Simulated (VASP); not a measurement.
A run of VASP 6.6.1 is set up as follows.

The input POSCAR:

```
WC
1.0
    2.9005014360      0.0000000000      0.0000000000
   -1.4502507180      2.5119079273      0.0000000000
    0.0000000000      0.0000000000      2.8290000000
W C
1 1
Direct
    0.0000000000      0.0000000000      0.0000000000
    0.6666666667      0.3333333333      0.5000000000
```

INCAR.step1

```
SYSTEM = WC
PREC = Accurate
ENCUT = 520
ISMEAR = 0
SIGMA = 0.15
LREAL = .FALSE.
LASPH = .TRUE.
NELM = 100
NBANDS = 16
GGA = PE
ALGO = Normal
EDIFF = 1E-4
LWAVE = .TRUE.
LCHARG = .FALSE.
```

File INCAR.step2:

```
SYSTEM = WC
PREC = Accurate
ENCUT = 520
EDIFF = 1E-6
ISMEAR = 0
SIGMA = 0.15
LREAL = .FALSE.
LASPH = .TRUE.
NELM = 100
ALGO = Normal
ISIF = 2
LWAVE = .FALSE.
LCHARG = .TRUE.
METAGGA = R2SCAN
LMIXTAU = .TRUE.
LELF = .TRUE.
LVHAR = .TRUE.
NBANDS = 16
ISTART = 1
```

Contents of KPOINTS:

```
Automatic mesh
0
G
  18 18 16
  0 0 0
```

Potentials or basis: VASP PAW PBE potentials, release 64 (W_sv, C).

Run with:

```console
$ cat potpaw_PBE.64/W_sv/POTCAR potpaw_PBE.64/C/POTCAR > POTCAR
$ cp INCAR.step1 INCAR
$ mpirun -np 1 vasp_std > vasp.out
$ cp INCAR.step2 INCAR
$ mpirun -np 1 vasp_std > vasp.out
```

Question: What does it give for the band gap on the k mesh?

Answer: None (metal or under the smearing width).

Question: What does it give for the pressure?

Answer: 6.3 GPa.

Stress tensor (GPa, compression positive):
```
6.34 0.00 0.00
0.00 6.34 0.00
0.00 0.00 6.17
```

Caveat: the PAW data sets were made with another functional, which shifts forces and pressure a little. Spin-orbit coupling is left out, which matters for the levels of W.
